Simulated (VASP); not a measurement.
CsI (CsCl type): the band gap from VASP (plane waves, PAW) at several levels of theory. Gaps are without spin-orbit coupling. Each level names its cell: its own relaxed one, PBE's, or the starting one. A gap is the smallest over the k-mesh and a band path; hybrids may have named points in place of the path, and GW has the mesh alone. mBJ is a potential without an energy functional, so only the levels count. The mesh is coarse and the basis finite, so the quasiparticle values are not converged. The errors mix the missing spin-orbit coupling with the functional's own.

```json
[
 {"level": "LDA (own cell)", "band gap (eV)": "3.78", "error against measurement (eV)": "-2.42"},
 {"level": "PBE (own cell)", "band gap (eV)": "3.67", "error against measurement (eV)": "-2.53"},
 {"level": "PBEsol (own cell)", "band gap (eV)": "3.81", "error against measurement (eV)": "-2.39"},
 {"level": "SCAN (own cell)", "band gap (eV)": "4.49", "error against measurement (eV)": "-1.71"},
 {"level": "r2SCAN (own cell)", "band gap (eV)": "4.49", "error against measurement (eV)": "-1.71"},
 {"level": "mBJ (TB09) (PBE cell)", "band gap (eV)": "5.27", "error against measurement (eV)": "-0.93"},
 {"level": "HSE06 (PBE cell)", "band gap (eV)": "4.66", "error against measurement (eV)": "-1.54"},
 {"level": "PBE0 (PBE cell)", "band gap (eV)": "5.33", "error against measurement (eV)": "-0.87"},
 {"level": "B3LYP (PBE cell)", "band gap (eV)": "5.05", "error against measurement (eV)": "-1.15"},
 {"level": "Hartree-Fock (PBE cell)", "band gap (eV)": "10.68", "error against measurement (eV)": "+4.48"},
 {"level": "G0W0@PBE (starting cell)", "band gap (eV)": "5.79", "error against measurement (eV)": "-0.41"}
]
```

Measured: 6.20 eV (as given by Aguado et al., (1998), arXiv:cond-mat/9809176).

The cell of the LDA (own cell) run:

```cif
data_CsI
_chemical_formula_sum 'Cs1 I1'
_space_group_name_H-M_alt 'P 1'
_space_group_IT_number 1
_cell_length_a 4.40918
_cell_length_b 4.40918
_cell_length_c 4.40918
_cell_angle_alpha 90.000
_cell_angle_beta 90.000
_cell_angle_gamma 90.000
loop_
_space_group_symop_operation_xyz
  'x, y, z'
loop_
_atom_site_label
_atom_site_type_symbol
_atom_site_fract_x
_atom_site_fract_y
_atom_site_fract_z
_atom_site_occupancy
Cs1 Cs 0.00000 0.00000 0.00000 1
I1 I 0.50000 0.50000 0.50000 1
```

Only levels that ran to the end are used. Left out are those held back, those with too coarse a band path, GW runs whose mesh misses a band edge, hybrids' fits of cells that aren't cubic and levels without matching references; a question may draw on a part of the rest.

The compound is CsI in the CsCl type structure.
